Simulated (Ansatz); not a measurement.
## Relaxing gallium (beta-Ga)

These are results of DFT, revPBE, plane waves (420 eV) with PAW, scalar-relativistic (Ansatz 0.2.0), not measurements. The PAW files were generated under PBE, with cores re-solved for the functional.

k-point mesh 12×12×10, Fermi-Dirac smearing 0.1 eV, no spin polarisation. Cell and atoms relax.

Starting structure:

```
Ga
1.0
     1.38300   -4.02650    0.00000
     1.38300    4.02650    0.00000
    -0.11745    0.00000    3.32993
Ga
2
Direct
  0.86900 0.13100 0.25000
  0.13100 0.86900 0.75000
```

Problem. What cell does the relaxation end in?

Solution. Cmcm with a = 2.808 Å, b = 8.561 Å, c = 3.277 Å; 19.69 Å³ per atom against 18.54 at the start (6.2 %).

The cell has left the beta-Ga structure type; it ends in Cmcm.

Problem. How much energy does the relaxation gain?

Solution. 15.8 meV per atom.
